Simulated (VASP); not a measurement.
Set up this calculation in VASP 6.6.1, as the native input.

```yaml
Task: single point
Functional: PBEsol
Potentials_or_basis: VASP PAW PBE potentials, release 64 (Co, Ti_sv)
Cutoff: 520 eV
k_mesh: 9 × 9 × 9
Occupations: fermi-dirac, width 0.05 eV
Spin: collinear spin, ferromagnetic start
Starting_moments: "[2.0, 1.0] μB"
Ladder: free
Further_INCAR_settings: ALGO = Normal; EDIFF = 1e-07; NBANDS = 22
```

The structure of TiCo lies in POSCAR:

```
TiCo
1.0
    2.9861109900      0.0000000000      0.0000000000
    0.0000000000      2.9861109900      0.0000000000
    0.0000000000      0.0000000000      2.9861109900
Co Ti
1 1
Direct
    0.5055210000      0.5022710000      0.4966010000
    0.0047930000     -0.0085480000     -0.0036040000
```

The cell comes from a database or a generator and needn't be the stable form of this composition.

The cell isn't the ideal one: atoms moved at random, drawn with an rms of 0.05 Å.

One way to write it, as run:

INCAR

```
  PREC = Accurate
  ENCUT = 520
  EDIFF = 1E-7
  ISMEAR = -1
  SIGMA = 0.05
  LREAL = F
  LASPH = T
  NELM = 100
  ALGO = Normal
  ISIF = 2
  LWAVE = F
  LCHARG = F
  ISPIN = 2
  MAGMOM = 2 1
  LORBIT = 11
  LMAXMIX = 4
  GGA = PS
  NBANDS = 22
```

KPOINTS

```
regular mesh
0
Gamma
  9 9 9
```

Potentials or basis: VASP PAW PBE potentials, release 64 (Co, Ti_sv).

Command:

```console
$ cat potpaw_PBE.64/Co/POTCAR potpaw_PBE.64/Ti_sv/POTCAR > POTCAR
$ mpirun -np 1 vasp_std > vasp.out
```

Results of the run:

```json
{
 "Pressure": "-8.6 GPa",
 "Largest force": "0.143 eV/Å",
 "Band gap on the k mesh": "none (metal or under the smearing width)",
 "Net moment": "0.67 μB per cell",
 "Site moments": "Co +0.74; Ti -0.03 μB",
 "Valence electrons inside the program's atomic spheres": "Co 8.29; Ti 10.29"
}
```

Caveat: the PAW data sets were made with another functional, which shifts forces and pressure a little.

Run time: 5.1 min on 1 thread of AMD EPYC 9R14 (Zen 4), with other jobs on the host, peak memory 0.38 GiB.
